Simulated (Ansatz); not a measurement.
## A series in volume per atom on NaCl

Results calculated with Ansatz 0.2.0, not measured. Density functional stress and forces at fixed atoms, pressure and stress positive in compression, spin-unpolarised plane waves.

Cell of the first row (space group Fm-3m, No. 225):
```
NaCl
1.0
      0.0000     2.6906     2.6906
      2.6906     0.0000     2.6906
      2.6906     2.6906     0.0000
Na Cl
1 1
Direct
  0.00000 0.00000 0.00000
  0.50000 0.50000 0.50000
```

Settings of every row: periodic directions 3; functional HSE06; spin orbit no; potentials PAW; wave cutoff 420 eV; k mesh 6x6x6; smearing width 0 eV.

Limits: stress loosely converged.

| row | volume per atom (Å³) | pressure (GPa) |
| --- | --- | --- |
| 1 | 19.478 | 5.2 |
| 2 | 20.093 | ? |
| 3 | 20.721 | 2.6 |
| 4 | 21.362 | 1.6 |
| 5 | 22.016 | 0.7 |
| 6 | 22.683 | -0.1 |
| 7 | 23.363 | -0.8 |
| 8 | 24.057 | -1.4 |
| 9 | 24.764 | -1.9 |

Question: what pressure should row 2 give?

Worked fit of pressure. Take u = (V_r/V)^(2/3) − 1 with V_r = 22.349 Å³ an atom, which is twice the finite (Eulerian) strain; such expansions in the strain, on which the Birch-Murnaghan equation of state is built, carry the rest volume and the bulk modulus. The shown rows have u = 0.096, 0.05172, 0.03057, 0.01006, -0.00984, -0.02915, -0.04791, -0.06612. Least squares give pressure = 0.27 + 40.2 × u + 115 × u² GPa; a straight line predicts inner rows, each left out in turn, worse (root mean square 0.25 against 0.032 GPa). The rows lie off it by 0.0, -0.1, 0.0, 0.0, 0.0, 0.0, 0.0, 0.0. The pressure vanishes at u = -0.0069, or V = 22.58 Å³ an atom, and there the bulk modulus with atoms relaxed is B = −V dP/dV = (2/3)(1 + u) dP/du = 25.6 GPa. The withheld row has u = 0.07352, so the fit gives 0.27 + 40.2 × (0.07352) + 115 × (0.07352)² = 3.8 GPa.

The calculation gave 3.8 GPa. The fit meets it to the printed digit.
